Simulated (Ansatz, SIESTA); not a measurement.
One calculation of TiC, 3 ways

The starting cell:

```
CELL_PARAMETERS angstrom
0.00000 2.16572 2.16572
2.16572 0.00000 2.16572
2.16572 2.16572 0.00000
ATOMIC_POSITIONS crystal
Ti 0.00000 0.00000 0.00000
C 0.50000 0.50000 0.50000
```

The cell is a database's computed one, not the measured one.

Alike in all runs: task relaxation of cell and atoms; functional LDA; k mesh 11 × 11 × 11; occupations fermi-dirac, width 0.05 eV; no spin polarisation; no spin-orbit coupling. LDA stands for any of its common fits.

```tsv
program and potentials	plane-wave cutoff (eV)	notes	equilibrium volume (Å³/atom)
Ansatz, Ansatz PAW	420	potentials made for PBE, which Ansatz adapts in part	9.67
Ansatz, all-electron LAPW, scalar-relativistic	-	-	9.67
SIESTA, files PseudoDojo sr-lda-0.4.1-standard, SZP (energy shift 0.005 Ry)	-	atomic basis	9.72
```

The equilibrium volume spans 9.67 (Ansatz, Ansatz PAW) to 9.72 Å³/atom (SIESTA, files PseudoDojo sr-lda-0.4.1-standard, SZP (energy shift 0.005 Ry)), with all-electron results at 9.67. Relaxations stop with a little pressure left, so the last digit of a volume isn't settled. Rows in atomic bases carry the error of their basis and grid, which can be large.

Differences between rows come from potentials, basis sets and numerical settings, since the functional is the same but for its coding. Runs on potential files found faulty are left out.
